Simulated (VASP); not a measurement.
Level of theory: SCAN meta-GGA, VASP's PBE PAW potentials (set 64) (plane waves; VASP).

The input files of a VASP run:

### POSCAR
```
AlSb
4.2752860
  0.0000000000   0.7071067395   0.7071067395
  0.7071067395   0.0000000000   0.7071067395
  0.7071067395   0.7071067395   0.0000000000
Al Sb
1 1
Cart
  0.0000000000   0.0000000000   0.0000000000
  0.3535533698   0.3535533698   0.3535533698
```

**INCAR**
```
# general
SYSTEM  = AlSb
PREC    = Accurate
ENCUT   = 520
LREAL   = .FALSE.
LASPH   = .TRUE.

# electronic loop
EDIFF   = 1E-7
NELM    = 100
ALGO    = Normal
LMAXMIX = 4
LMIXTAU = .TRUE.

# smearing
ISMEAR  = 0
SIGMA   = 0.05

# functional
METAGGA = SCAN

# ions
ISIF    = 2

# output
LWAVE   = .FALSE.
LCHARG  = .FALSE.
```

KPOINTS:
```
Automatic mesh
0
Gamma
7 7 7
0 0 0
```

POTCAR, in this order: Al Sb (PBE.64 set). Program: vasp_std.

The run wrote:

### OUTCAR
```
 ion  position               nearest neighbor table
   1  0.000  0.000  0.000-   2 2.62   2 2.62   2 2.62   2 2.62
   2  0.250  0.250  0.250-   1 2.62   1 2.62   1 2.62   1 2.62
  LATTYP: Found a face centered cubic cell.
 ALAT       =     6.0461670878
 Subroutine PRICEL returns:
 Original cell was already a primitive cell.
 Subroutine GETGRP returns: Found 24 space group operations
The static configuration has the point symmetry T_d .
The dynamic configuration has the point symmetry T_d .
 Subroutine INISYM returns: Found 24 space group operations
 Subroutine IBZKPT returns following result:
 Found     20 irreducible k-points:

 Following reciprocal coordinates:
            Coordinates               Weight
  0.000000  0.000000  0.000000      1.000000
  0.142857  0.000000  0.000000      8.000000
  0.285714  0.000000  0.000000      8.000000
  0.428571  0.000000  0.000000      8.000000
  0.142857  0.142857  0.000000      6.000000
  0.285714  0.142857  0.000000     24.000000
  0.428571  0.142857  0.000000     24.000000
 -0.428571  0.142857  0.000000     24.000000
 -0.285714  0.142857  0.000000     24.000000
 -0.142857  0.142857  0.000000     12.000000
  0.285714  0.285714  0.000000      6.000000
  0.428571  0.285714  0.000000     24.000000
 -0.428571  0.285714  0.000000     24.000000
 -0.285714  0.285714  0.000000     12.000000
  0.428571  0.428571  0.000000      6.000000
 -0.428571  0.428571  0.000000     12.000000
  0.428571  0.285714  0.142857     24.000000
 -0.428571  0.285714  0.142857     48.000000
 -0.428571  0.428571  0.142857     24.000000
 -0.285714  0.428571  0.142857     24.000000
   k-points           NKPTS =     20   k-points in BZ     NKDIM =     20   number of bands    NBANDS=      8
   number of dos      NEDOS =    301   number of ions     NIONS =      2
   total plane-waves  NPLWV =  32768
   dimension x,y,z NGX =    32 NGY =   32 NGZ =   32
...
```

### OSZICAR
```
       N       E                     dE             d eps       ncg     rms          rms(c)
DAV:   1    -0.184339039804E+02   -0.18434E+02   -0.29829E+03   320   0.757E+02
DAV:   2    -0.456432467777E+02   -0.27209E+02   -0.26299E+02   432   0.961E+01
DAV:   3    -0.462693454413E+02   -0.62610E+00   -0.62610E+00   408   0.187E+01
DAV:   4    -0.462732091004E+02   -0.38637E-02   -0.38637E-02   472   0.182E+00
DAV:   5    -0.462732349948E+02   -0.25894E-04   -0.25894E-04   424   0.119E-01    0.372E+00
DAV:   6    -0.454261900689E+02    0.84704E+00   -0.38217E-01   368   0.570E+00    0.228E+00
DAV:   7    -0.451583222636E+02    0.26787E+00   -0.33274E-01   352   0.590E+00    0.726E-01
DAV:   8    -0.453961611851E+02   -0.23784E+00   -0.17760E-01   320   0.566E+00    0.319E-01
DAV:   9    -0.453723098572E+02    0.23851E-01   -0.15735E-01   320   0.502E+00    0.181E-01
DAV:  10    -0.453597175174E+02    0.12592E-01   -0.29191E-02   320   0.246E+00    0.102E-01
DAV:  11    -0.453702111710E+02   -0.10494E-01   -0.62948E-03   352   0.112E+00    0.988E-02
DAV:  12    -0.453784813531E+02   -0.82702E-02   -0.47801E-03   320   0.110E+00    0.535E-02
DAV:  13    -0.453784828920E+02   -0.15388E-05   -0.85710E-03   320   0.126E+00    0.516E-02
DAV:  14    -0.453785342741E+02   -0.51382E-04   -0.45080E-05   496   0.651E-02    0.467E-02
DAV:  15    -0.453781784473E+02    0.35583E-03   -0.37666E-04   320   0.279E-01    0.364E-02
DAV:  16    -0.453781113497E+02    0.67098E-04   -0.66050E-04   320   0.350E-01    0.416E-02
DAV:  17    -0.453781015777E+02    0.97720E-05   -0.72508E-05   336   0.144E-01    0.297E-02
DAV:  18    -0.453781045705E+02   -0.29928E-05   -0.36976E-06   416   0.269E-02    0.282E-02
DAV:  19    -0.453781015267E+02    0.30438E-05   -0.44535E-06   320   0.278E-02    0.209E-02
DAV:  20    -0.453781006755E+02    0.85124E-06   -0.50676E-06   336   0.261E-02    0.156E-02
DAV:  21    -0.453781015588E+02   -0.88327E-06   -0.52543E-07   336   0.104E-02    0.133E-02
DAV:  22    -0.453781005561E+02    0.10027E-05   -0.85019E-07   336   0.115E-02    0.116E-02
DAV:  23    -0.453781012788E+02   -0.72272E-06   -0.29018E-07   320   0.764E-03    0.763E-03
DAV:  24    -0.453781009366E+02    0.34213E-06   -0.16990E-07   328   0.582E-03    0.519E-03
DAV:  25    -0.453781010267E+02   -0.90076E-07   -0.21426E-08   160   0.155E-03
   1 F= -.45378101E+02 E0= -.45378101E+02  d E =-.289942E-12
```

**OUTCAR**
```
------------------------ aborting loop because EDIFF is reached ----------------------------------------
  FORCE on cell =-STRESS in cart. coord.  units (eV):
  Direction    XX          YY          ZZ          XY          YZ          ZX
  --------------------------------------------------------------------------------------
  Total        1.3788002      1.3788002      1.3788002      0.0000000      0.0000000     -0.0000000
  in kB       39.9789593     39.9789593     39.9789593      0.0000000      0.0000000     -0.0000000
  external PRESSURE =      39.9789593 kB  Pullay stress =       0.0000000 kB
  volume of cell :       55.26
      direct lattice vectors                 reciprocal lattice vectors
     0.000000000  3.023083544  3.023083544    -0.165394040  0.165394040  0.165394040
     3.023083544  0.000000000  3.023083544     0.165394040 -0.165394040  0.165394040
     3.023083544  3.023083544  0.000000000     0.165394040  0.165394040 -0.165394040
 POSITION                                       TOTAL-FORCE (eV/Angst)
 -----------------------------------------------------------------------------------
      0.00000      0.00000      0.00000         0.000000      0.000000      0.000000
      1.51154      1.51154      1.51154        -0.000000     -0.000000     -0.000000
 -----------------------------------------------------------------------------------
    total drift:                                0.000002      0.000002      0.000002
  FREE ENERGIE OF THE ION-ELECTRON SYSTEM (eV)
  ---------------------------------------------------
  free  energy   TOTEN  =       -45.3781010267 eV

  energy  without entropy=      -45.3781010267  energy(sigma->0) =      -45.37810103
```
(Selected blocks of OUTCAR.)

The compound is AlSb in the zinc blende structure. This cell is one point of a volume scan, at 0.94 of the reference volume.
